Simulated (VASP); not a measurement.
Wanted: the native input for a VASP 6.6.1 run.

```
Task                   : band structure
Functional             : PBEsol
Potentials or basis    : VASP PAW PBE potentials, release 64 (Al, Ga_d, As)
Cutoff                 : 520 eV
k mesh                 : 3 × 3 × 3
Occupations            : gaussian, width 0.03 eV
Spin                   : spin-orbit coupling, no magnetisation
Further INCAR settings : ALGO = Normal; EDIFF = 1e-06; NBANDS = 142
```

The structure of Al3Ga5As8 lies in POSCAR:

```
Al3Ga5As8                               
1.0
   -5.6711151296      5.6711151296      0.0000000000
   -5.6711151296      0.0000000000      5.6711151296
    0.0000998376      5.6712149672      5.6712149672
  Al              Ga              As            
     3     5     8
Direct
     0.9999992971683235    0.9999992971683235    0.9995415450381446
     0.5004598606252083    0.9999992971683235    0.9995415450381446
     0.9999992971683235    0.5004598606252083    0.9995415450381446
     0.9998691190042919    0.9998691190042919    0.5003926429871172
     0.5001357298593436    0.5001357298593436    0.9995928104219621
     0.5000000491278399    0.9996976978195095    0.5003022039248108
     0.9996976978195095    0.5000000491278399    0.5003022039248108
     0.5000000491278399    0.5000000491278399    0.5003022039248108
     0.8749786802077008    0.8749786802077008    0.3750637810558019
     0.3749788585287965    0.8749786802077008    0.3750637810558019
     0.8749786802077008    0.3749788585287965    0.3750637810558019
     0.8749557523511211    0.8749557523511211    0.8751327429466368
     0.3749932935915568    0.3749932935915568    0.3750201192253297
     0.3749668158701887    0.8750200034720668    0.8750463647875558
     0.8750200034720668    0.3749668158701887    0.8750463647875558
     0.3749668158701887    0.3749668158701887    0.8750463647875558
```

The cell was built by a generator and needn't be a form met in nature.

One way to write it, as run:

INCAR

```
SYSTEM = Al3Ga5As8
PREC = Accurate
ENCUT = 520
EDIFF = 1E-6
ISMEAR = 0
SIGMA = 0.03
LREAL = .FALSE.
LASPH = .TRUE.
NELM = 80
ALGO = Normal
ISIF = 2
LWAVE = .FALSE.
LCHARG = .FALSE.
MAGMOM = 0 0 0 0 0 0 0 0 0 0 0 0 0 0 0 0 0 0 0 0 0 0 0 0 0 0 0 0 0 0 0 0 0 0 0 0 0 0 0 0 0 0 0 0 0 0 0 0
LORBIT = 11
LSORBIT = .TRUE.
GGA_COMPAT = .FALSE.
GGA = PS
NBANDS = 142
```

KPOINTS

```
Automatic mesh
0
G
  3 3 3
  0 0 0
```

KPOINTS_OPT

```
explicit points
6
Reciprocal
 0.0000000000  0.0000000000  0.0000000000 1
 0.3750000000  0.3750000000  0.7500000000 1
 0.5000000000  0.5000000000  0.5000000000 1
 0.6250000000  0.2500000000  0.6250000000 1
 0.5000000000  0.2500000000  0.7500000000 1
 0.5000000000  0.0000000000  0.5000000000 1
```

Potentials or basis: VASP PAW PBE potentials, release 64 (Al, Ga_d, As).

Run with:

```sh
$ cat potpaw_PBE.64/Al/POTCAR potpaw_PBE.64/Ga_d/POTCAR potpaw_PBE.64/As/POTCAR > POTCAR
$ mpirun -np 4 vasp_ncl > vasp.out
```

Results of the run:

```
Pressure                                              : 0.0 GPa
Largest force                                         : 0.007 eV/Å
Valence electrons inside the program's atomic spheres : Al 0.77; Ga 11.66; As 2.85, 2.89, 2.83, 2.87
```

Caveat: the PAW data sets were made with another functional, which shifts forces and pressure a little.

It took 8.3 min on 4 MPI ranks on Intel(R) Xeon(R) 6975P-C (Granite Rapids), on a shared host, peak memory 0.63 GiB a rank.
